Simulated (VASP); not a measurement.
# Li2O: Li into a neighbouring Li vacancy, part 2 of 2

How hard is this move in Li2O: Li into a neighbouring Li vacancy? Both ends are relaxed first, then a band of images between them. The start is a computed cell from the Materials Project.

VASP 6.6.1; PBEsol; plane waves and PAW (O, Li).

So far. Step 3 (Relax the start): The run ended after 11 ionic steps, 1.138 eV below its first step, once the forces on the free atoms met EDIFFG = -0.05. Step 4 (Relax the end): The run ended after 12 ionic steps, 1.254 eV below its first step, once the forces on the free atoms met EDIFFG = -0.05.

**5. Nudged elastic band**

Images on a straight line between the ends relax across the path, while springs keep them spaced along it.

This cell carries charge -1, set by NELECT and balanced by a uniform background.

INCAR

```
SYSTEM = Li23O12
PREC = Normal
ENCUT = 400
EDIFF = 1E-05
NELM = 120
ISMEAR = 0
SIGMA = 0.05
LREAL = Auto
ALGO = Fast
GGA = PS
NELECT = 96
NBANDS = 72
LWAVE = .FALSE.
LCHARG = .FALSE.
NCORE = 2
IMAGES = 3
SPRING = -5
IBRION = 1
POTIM = 0.3
NSW = 50
EDIFFG = -0.05
ISYM = 0
ISIF = 0
```

POSCAR

```
Li23O12
1.0
    0.0000000000      4.5970340762      4.5970340762
    4.5970340762      0.0000000000      4.5970340762
    6.8955511143      6.8955511143      0.0000000000
O Li
12 23
Direct
    0.9947638520      0.9943641758      0.9954810013
    0.9909725694      0.9909193716      0.3498457932
    0.0014489724      0.0016846664      0.6642376235
    0.9951383811      0.5175949193      0.9944802648
    0.0036145680      0.5001846149      0.3309086334
    0.0007947508      0.4958709560      0.6701152399
    0.5178305521      0.9951702455      0.9945974455
    0.5002122273      0.0037213549      0.3309533826
    0.4958184786      0.0008309063      0.6700589621
    0.4963353079      0.4960754910      0.0064863320
    0.4992454600      0.4994086110      0.3313368871
    0.4988158096      0.4987900331      0.6668883899
    0.1228710706      0.1233270362      0.4192365678
    0.1232380998      0.1234901677      0.7503026781
    0.1208248822      0.6287048471      0.0809218403
    0.1239276816      0.6238986534      0.4190979246
    0.1257044018      0.6261681236      0.7502947625
    0.6285984930      0.1205987740      0.0810286866
    0.6236421384      0.1238560831      0.4193223539
    0.6260178487      0.1257133619      0.7504225441
    0.6288208357      0.6288166512      0.0803425667
    0.6340420058      0.6340862642      0.3972222456
    0.6146566968      0.6146599901      0.7680255204
    0.3755077317      0.3754396386      0.2487679595
    0.3769744849      0.3767831663      0.5824419191
    0.3493134074      0.3491330659      0.9347792997
    0.3492180009      0.8995976538      0.2335729861
    0.3810143504      0.8697660733      0.5823251476
    0.3495243288      0.8995361932      0.9338933629
    0.8993115827      0.3491980913      0.2336490759
    0.8696431609      0.3815006991      0.5823279934
    0.8996329897      0.3496264546      0.9337431088
    0.8997900057      0.8991270087      0.2341421195
    0.8692895807      0.8694585123      0.5897749246
    0.8764695606      0.8766023629      0.9133422492
```

KPOINTS

```
Automatic mesh
0
Gamma
2 2 2
0 0 0
```

00/POSCAR

```
Li23O12
1.0
    0.0000000000      4.5970340762      4.5970340762
    4.5970340762      0.0000000000      4.5970340762
    6.8955511143      6.8955511143      0.0000000000
O Li
12 23
Direct
    0.9947638520      0.9943641758      0.9954810013
    0.9909725694      0.9909193716      0.3498457932
    0.0014489724      0.0016846664      0.6642376235
    0.9951383811      0.5175949193      0.9944802648
    0.0036145680      0.5001846149      0.3309086334
    0.0007947508      0.4958709560      0.6701152399
    0.5178305521      0.9951702455      0.9945974455
    0.5002122273      0.0037213549      0.3309533826
    0.4958184786      0.0008309063      0.6700589621
    0.4963353079      0.4960754910      0.0064863320
    0.4992454600      0.4994086110      0.3313368871
    0.4988158096      0.4987900331      0.6668883899
    0.1228710706      0.1233270362      0.4192365678
    0.1232380998      0.1234901677      0.7503026781
    0.1208248822      0.6287048471      0.0809218403
    0.1239276816      0.6238986534      0.4190979246
    0.1257044018      0.6261681236      0.7502947625
    0.6285984930      0.1205987740      0.0810286866
    0.6236421384      0.1238560831      0.4193223539
    0.6260178487      0.1257133619      0.7504225441
    0.6288208357      0.6288166512      0.0803425667
    0.6340420058      0.6340862642      0.3972222456
    0.6146566968      0.6146599901      0.7680255204
    0.3755077317      0.3754396386      0.2487679595
    0.3769744849      0.3767831663      0.5824419191
    0.3493134074      0.3491330659      0.9347792997
    0.3492180009      0.8995976538      0.2335729861
    0.3810143504      0.8697660733      0.5823251476
    0.3495243288      0.8995361932      0.9338933629
    0.8993115827      0.3491980913      0.2336490759
    0.8696431609      0.3815006991      0.5823279934
    0.8996329897      0.3496264546      0.9337431088
    0.8997900057      0.8991270087      0.2341421195
    0.8692895807      0.8694585123      0.5897749246
    0.8764695606      0.8766023629      0.9133422492
```

01/POSCAR

```
Li23O12
1.0
    0.0000000000      4.5970340762      4.5970340762
    4.5970340762      0.0000000000      4.5970340762
    6.8955511143      6.8955511143      0.0000000000
O Li
12 23
Direct
    0.9966815617      0.9966294866      0.9951119772
    0.9931439186      0.9933412331      0.3458363196
    0.0008468574      0.0012715172      0.6655179197
    0.9917052943      0.5143493338      0.9973376307
    0.0033120662      0.4998145461      0.3309410685
    0.0001908799      0.4959527034      0.6699490170
    0.5142903574      0.9919929738      0.9973851805
    0.4995969341      0.0036834598      0.3309380921
    0.4956764212      0.0004754044      0.6698984048
    0.4981701914      0.4982931606      0.0062287455
    0.4985914396      0.4989503888      0.3327623874
    0.5010196642      0.5012156800      0.6628495442
    0.1223435853      0.1230380871      0.4190859402
    0.1232613991      0.1236620504      0.7507140021
    0.1277919633      0.6215690932      0.0775820365
    0.1221697256      0.6255825315      0.4188787410
    0.1316512394      0.6195068071      0.7545960115
    0.6211620233      0.1280189053      0.0775523829
    0.6251343002      0.1222941362      0.4191416656
    0.6192714080      0.1319281522      0.7545337968
    0.6270751449      0.6273434212      0.0821115412
    0.6328846198      0.6331240575      0.4006516378
    0.6106328015      0.6110174449      0.7677689592
    0.3754189852      0.3756055588      0.2492808683
    0.3766482434      0.3767701186      0.5820544172
    0.2994161648      0.2994490372      0.9674665718
    0.3553040072      0.8929762524      0.2377308006
    0.3793834016      0.8712522010      0.5821008912
    0.3566405484      0.8922953528      0.9303672859
    0.8924281879      0.3555289588      0.2378295860
    0.8708835314      0.3800716154      0.5821351348
    0.8921015422      0.3569913760      0.9302205643
    0.8957217816      0.8955944664      0.2338009296
    0.8679275114      0.8681667209      0.5934966346
    0.8747993331      0.8751607756      0.9150838216
```

02/POSCAR

```
Li23O12
1.0
    0.0000000000      4.5970340762      4.5970340762
    4.5970340762      0.0000000000      4.5970340762
    6.8955511143      6.8955511143      0.0000000000
O Li
12 23
Direct
    0.9985992714      0.9988947974      0.9947429530
    0.9953152678      0.9957630946      0.3418268460
    0.0002447425      0.0008583681      0.6667982158
    0.9882722075      0.5111037484      1.0001949966
    0.0030095645      0.4994444774      0.3309735036
   -0.0004129909      0.4960344508      0.6697827941
    0.5107501627      0.9888157022      1.0001729154
    0.4989816408      0.0036455646      0.3309228016
    0.4955343638      0.0001199025      0.6697378476
    0.5000050750      0.5005108302      0.0059711590
    0.4979374192      0.4984921665      0.3341878877
    0.5032235189      0.5036413270      0.6588106986
    0.1218161000      0.1227491380      0.4189353126
    0.1232846984      0.1238339331      0.7511253261
    0.1347590444      0.6144333392      0.0742422328
    0.1204117697      0.6272664096      0.4186595575
    0.1375980770      0.6128454906      0.7588972604
    0.6137255536      0.1354390366      0.0740760792
    0.6266264620      0.1207321892      0.4189609773
    0.6125249672      0.1381429424      0.7586450494
    0.6253294542      0.6258701912      0.0838805158
    0.6317272338      0.6321618508      0.4040810300
    0.6066089062      0.6073748996      0.7675123980
    0.3753302386      0.3757714790      0.2497937772
    0.3763220020      0.3767570710      0.5816669154
    0.2495189221      0.2497650085      1.0001538438
    0.3613900136      0.8863548510      0.2418886152
    0.3777524528      0.8727383288      0.5818766347
    0.3637567680      0.8850545123      0.9268412090
    0.8855447931      0.3618598264      0.2420100961
    0.8721239020      0.3786425318      0.5819422762
    0.8845700947      0.3643562974      0.9266980198
    0.8916535576      0.8920619242      0.2334597398
    0.8665654422      0.8668749295      0.5972183446
    0.8731291056      0.8737191884      0.9168253940
```

03/POSCAR

```
Li23O12
1.0
    0.0000000000      4.5970340762      4.5970340762
    4.5970340762      0.0000000000      4.5970340762
    6.8955511143      6.8955511143      0.0000000000
O Li
12 23
Direct
    1.0005169810      1.0011601083      0.9943739289
    0.9974866169      0.9981849561      0.3378173725
   -0.0003573725      0.0004452190      0.6680785120
    0.9848391207      0.5078581629      1.0030523626
    0.0027070628      0.4990744086      0.3310059388
   -0.0010168618      0.4961161983      0.6696165711
    0.5072099680      0.9856384305      1.0029606504
    0.4983663476      0.0036076694      0.3309075111
    0.4953923064     -0.0002355993      0.6695772903
    0.5018399585      0.5027284997      0.0057135726
    0.4972833989      0.4980339442      0.3356133881
    0.5054273736      0.5060669740      0.6547718530
    0.1212886147      0.1224601889      0.4187846849
    0.1233079976      0.1240058158      0.7515366502
    0.1417261256      0.6072975852      0.0709024290
    0.1186538138      0.6289502877      0.4184403740
    0.1435449145      0.6061841741      0.7631985094
    0.6062890839      0.1428591678      0.0705997754
    0.6281186237      0.1191702422      0.4187802889
    0.6057785265      0.1443577327      0.7627563020
    0.6235837634      0.6243969611      0.0856494904
    0.6305698478      0.6311996440      0.4075104222
    0.6025850108      0.6037323544      0.7672558369
    0.3752414920      0.3759373992      0.2503066860
    0.3759957605      0.3767440233      0.5812794136
    0.1996216794      0.2000809798      1.0328411159
    0.3674760199      0.8797334496      0.2460464298
    0.3761215039      0.8742244566      0.5816523782
    0.3708729876      0.8778136718      0.9233151320
    0.8786613983      0.3681906940      0.2461906062
    0.8733642725      0.3772134481      0.5817494177
    0.8770386472      0.3717212189      0.9231754754
    0.8875853335      0.8885293819      0.2331185499
    0.8652033729      0.8655831381      0.6009400546
    0.8714588782      0.8722776012      0.9185669665
```

04/POSCAR

```
Li23O12
1.0
    0.0000000000      4.5970340762      4.5970340762
    4.5970340762      0.0000000000      4.5970340762
    6.8955511143      6.8955511143      0.0000000000
O Li
12 23
Direct
    1.0024346907      1.0034254191      0.9940049048
    0.9996579661      1.0006068176      0.3338078989
   -0.0009594875      0.0000320698      0.6693588081
    0.9814060339      0.5046125774      1.0059097285
    0.0024045610      0.4987043398      0.3310383739
   -0.0016207327      0.4961979457      0.6694503482
    0.5036697733      0.9824611588      1.0057483854
    0.4977510544      0.0035697743      0.3308922206
    0.4952502490     -0.0005911012      0.6694167330
    0.5036748420      0.5049461693      0.0054559861
    0.4966293785      0.4975757220      0.3370388884
    0.5076312282      0.5084926209      0.6507330073
    0.1207611294      0.1221712398      0.4186340573
    0.1233312969      0.1241776985      0.7519479742
    0.1486932067      0.6001618313      0.0675626252
    0.1168958578      0.6306341658      0.4182211904
    0.1494917521      0.5995228576      0.7674997584
    0.5988526142      0.1502792991      0.0671234717
    0.6296107855      0.1176082953      0.4185996006
    0.5990320858      0.1505725230      0.7668675547
    0.6218380726      0.6229237311      0.0874184649
    0.6294124618      0.6302374373      0.4109398144
    0.5985611155      0.6000898092      0.7669992757
    0.3751527455      0.3761033194      0.2508195948
    0.3756695190      0.3767309756      0.5808919117
    0.1497244368      0.1503969511      1.0655283880
    0.3735620262      0.8731120482      0.2502042443
    0.3744905551      0.8757105843      0.5814281218
    0.3779892072      0.8705728314      0.9197890550
    0.8717780035      0.3745215615      0.2503711163
    0.8746046430      0.3757843644      0.5815565591
    0.8695071997      0.3790861403      0.9196529309
    0.8835171094      0.8849968396      0.2327773600
    0.8638413036      0.8642913467      0.6046617646
    0.8697886507      0.8708360139      0.9203085389
```

The projector-augmented-wave data sets are O and Li (PBE family, release 64).

On the command line:

```sh
mpirun -np 6 vasp_std
```

Wall time 4.6 min (6 MPI ranks of AMD EPYC 7571, shared host); peak memory 0.97 GiB; 27 min of CPU time.

Images along the path:

```csv
image,path (A),energy (eV),"Li26: x, y, z (Å)"
0,0.000,0.0000,"8.051, 8.052, 3.211"
1,0.521,0.1354,"8.058, 8.056, 2.773"
2,1.040,0.2760,"8.047, 8.044, 2.295"
3,1.558,0.1364,"8.035, 8.032, 1.817"
4,2.078,-0.0017,"8.039, 8.036, 1.380"
```

Numbers from this step:

```
electronic cycles                        : 54
path length                              : 2.078 Å
barrier                                  : 0.2760 eV
barrier in the reverse direction         : 0.2777 eV
barrier from a spline through the images : 0.2760 eV
reaction energy                          : -0.001684 eV
```

What the program prints for this run, and its count of cycles, belong to image 1; the force that counts for the threshold is the band's, across the path.

**6. Results**

| Quantity | Value |
| --- | --- |
| hop | Li into a neighbouring Li vacancy |
| barrier | 0.276 eV |
| barrier in the reverse direction | 0.278 eV |
| barrier from a spline through the images | 0.276 eV |
| reaction energy | -0.00168 eV |
| path length | 2.08 Å |

**Reading.** The barrier is 0.28 eV forwards and 0.28 eV backwards. With an attempt frequency of 10¹³ per second, taken as a typical value, this barrier gives about 10^8 hops a second at 300 K. Both ends are alike and an image sits at the midpoint, which is the saddle if the path is symmetric. The band met its force threshold after 9 steps. Cell and mesh are small and were not tested. The band started on a straight line, so other routes may lie lower.

[Lines on the potential files, build, host, timing and source positions are cut from VASP's logs without a mark.]

[Logs are printed without paths, hosts, clocks, repeated set-up lines and the standing remarks that a program may print on its own settings, such as how far it seeks lower states.]

[Hosts, paths, dates, database ids (printed as entryN), source tags and the programs' standing remarks are cut or masked in the printed files.]

[Runs that stopped without an error message from VASP are left out.]
